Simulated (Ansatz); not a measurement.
From barrier to diffusion: H in ZnGeP2

Method: Ansatz 0.2.0, DFT PBE, scalar-relativistic, plane waves, PAW. Settings: 420 eV cutoff, 2×2×2 k-mesh, shifted by half a step, Gaussian smearing of 0.02 eV, no spin polarisation.

Host crystal, relaxed:

```yaml
crystal:
  lattice:
    - [-2.75008, 2.75008, 5.42203]
    - [2.75008, -2.75008, 5.42203]
    - [2.75008, 2.75008, -5.42203]
  atoms:
    - { symbol: Zn, position: [0.00000, 0.00000, 0.00000] }
    - { symbol: Zn, position: [0.75000, 0.25000, 0.50000] }
    - { symbol: Ge, position: [0.50000, 0.50000, 0.00000] }
    - { symbol: Ge, position: [0.25000, 0.75000, 0.50000] }
    - { symbol: P, position: [0.37500, 0.37839, 0.50339] }
    - { symbol: P, position: [0.62161, 0.12500, 0.99661] }
    - { symbol: P, position: [0.87500, 0.87161, 0.49661] }
    - { symbol: P, position: [0.12839, 0.62500, 0.00339] }
```

In a supercell of 16 host sites with charge -1, interstitial H hops to an equivalent place, moving 3.62 Å. Climbing-image nudged elastic band at fixed cell; the order of the saddle wasn't checked, and the small cell leaves errors of about a tenth of an eV. Zero-point motion and tunnelling, which matter for H, are left out.

| image | path (Å) | E − E(0) (eV) |
| --- | --- | --- |
| 0 | 0.00 | 0.000 |
| 1 | 0.72 | 0.271 |
| 2 | 1.44 | 0.824 |
| 3 | 2.50 | 0.094 |
| 4 | 3.57 | 0.357 |
| 5 | 4.64 | 0.456 |
| 6 | 5.71 | 0.000 |

Task: What are the barriers forward and back, and what attempt frequency does the shape suggest?

Result: Forward 0.82 eV, back 0.82 eV, the ends being level. For a sinusoidal profile E_b sin²(πx/l), with the H atom alone moving, ν = (1/l)√(E_b/2m) = 1.7×10¹³ s⁻¹, within an order of magnitude of the customary 10¹³ s⁻¹; a true prefactor needs the vibrations at the minimum and at the saddle.

Task: With ν = 10¹³ s⁻¹, give the forward jump rate along this one path, the wait 1/k for that jump, the diffusivity D ≈ l²k and the distance √(Dt) covered in an hour at 300, 600 and 1000 K, taking the host as solid throughout.

Result: k = ν exp(−E_b/k_BT):
```csv
T (K),k (1/s),wait (s),D (cm²/s),√(Dt) in 1 h (nm)
300,0.14,7.1,1.9×10⁻¹⁶,8.2
600,1.2×10⁶,8.4×10⁻⁷,1.6×10⁻⁹,2.4×10⁴
1000,7.0×10⁸,1.4×10⁻⁹,9.2×10⁻⁷,5.8×10⁵
```

D = l²k holds for six equivalent jumps in three dimensions (z l²k/6) and is a scale otherwise. Long-range transport needs a connected net of such jumps, and traps slow it. D is that of an interstitial already there. An error of 0.1 eV in the barrier changes k by a factor of 48 at 300 K and 3.2 at 1000 K.

Cost: 1 run of about 15 core-minutes, on AMD EPYC 9R14 (Zen 4) (shared hosts).